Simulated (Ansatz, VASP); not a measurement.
## AlN: VASP beside Ansatz

```
Al N
1.0
     2.18185    2.18185    0.00000
    -2.18185    2.18185    0.00000
     0.00000    2.18185    2.18185
Al N
1 1
Cartesian
  0.0000 0.0000 0.0000
  -1.0909 3.2728 1.0909
```

Alike in both runs: functional PBEsol; k mesh 10 × 10 × 10; no spin polarisation.

Ansatz relaxed the structure, and its values are those at the end. VASP's run is a single point on that final structure, the one shown.

|  | VASP | Ansatz |
| --- | --- | --- |
| version | VASP 6.6.1 | Ansatz 0.2.0 |
| potentials or method | VASP PAW PBE potentials, release 64 (Al, N) | PAW with Ansatz's default frozen-core files, scalar-relativistic |
| plane-wave cutoff (eV) | 520 | 420 |
| occupations | gaussian, width 0.01 eV | fixed |
| valence electrons in the cell | 8 | 8 |

Ansatz gave:

| Property | Result |
| --- | --- |
| pressure (GPa) | 2.0 |

Problem. Estimate VASP's values.

Solution. Pressure (GPa): 1.9.

Caveats: the PAW data sets were made with another functional, which shifts forces and pressure a little (VASP). A k mesh can miss the band edges.
